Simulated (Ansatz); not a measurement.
**Mn, alpha-Mn (A12): geometry optimisation**

Level of theory: DFT, PBE, plane waves (420 eV) with PAW, scalar-relativistic (Ansatz).

k-point mesh 3×3×3, Fermi-Dirac smearing 0.05 eV, starting moments 3.00, -2.50 ×4, 0.60 ×12, -0.60 ×12 μB. Cell and atoms relax.

Starting structure:

```
Mn
1.0
    -4.40000    4.40000    4.40000
     4.40000   -4.40000    4.40000
     4.40000    4.40000   -4.40000
Mn
29
Direct
  0.36600 0.00000 0.00000
  0.60900 0.32300 0.00000
  0.60900 0.00000 0.32300
  0.81100 0.63300 0.00000
  0.81100 0.00000 0.63300
  0.82200 0.18900 0.18900
  0.00000 0.36600 0.00000
  0.32300 0.60900 0.00000
  0.00000 0.60900 0.32300
  0.63300 0.81100 0.00000
  0.00000 0.81100 0.63300
  0.18900 0.82200 0.18900
  0.00000 0.00000 0.36600
  0.00000 0.32300 0.60900
  0.32300 0.00000 0.60900
  0.00000 0.63300 0.81100
  0.63300 0.00000 0.81100
  0.18900 0.18900 0.82200
  0.00000 0.00000 0.00000
  0.63400 0.63400 0.63400
  0.39100 0.39100 0.71400
  0.71400 0.39100 0.39100
  0.39100 0.71400 0.39100
  0.67700 0.67700 0.28600
  0.28600 0.67700 0.67700
  0.67700 0.28600 0.67700
  0.36700 0.36700 0.17800
  0.17800 0.36700 0.36700
  0.36700 0.17800 0.36700
```

What cell does the relaxation end in?

I-43m (spin ignored) with a = 8.619 Å; 11.04 Å³ per atom against 11.75 at the start (-6.0 %).

How much energy does the relaxation gain?

36.2 meV per atom.

Which magnetic state does it end in?

ferrimagnetic, largest moment 2.89 μB in the atomic sphere; moments 2.89, -2.16 ×4, 0.42 ×12, -0.12 ×12 μB.
